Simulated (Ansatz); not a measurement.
Wavefunction ladder for maleic anhydride, C₄H₂O₃

Z-matrix (Å, degrees):
```
C
C 1 1.483
O 1 1.379 2 107.7
O 1 1.187 2 129.7 3 180.0
C 2 1.327 1 107.9 3 -0.0
H 2 1.080 1 122.1 3 -180.0
C 3 1.379 1 108.7 2 0.0
H 5 1.080 2 129.9 1 180.0
O 7 1.187 3 122.7 1 180.0
```

Charge 0, multiplicity 1. The geometry is a stationary point of PBE0-D4/def2-TZVP. Frozen core, restricted reference, the Gaussian-basis code of Ansatz. CBS rows extrapolate triple and quadruple zeta; past MP2 they add the triple-zeta difference.

```
     basis     HF (Eh)  MP2 corr.
  def2-SVP  -376.93258   -1.03179
def2-TZVPP  -377.38317   -1.28142
def2-QZVPP  -377.39942   -1.37572
```

Task: Estimate the CCSD correlation energy and the (T) correction in each basis where they were run (hartree).

Result: 
```
     basis  CCSD corr.       (T)
  def2-SVP    -1.05311  -0.04012
def2-TZVPP    -1.28704  -0.06291
 CBS(def2)    -1.45121     as TZ
```
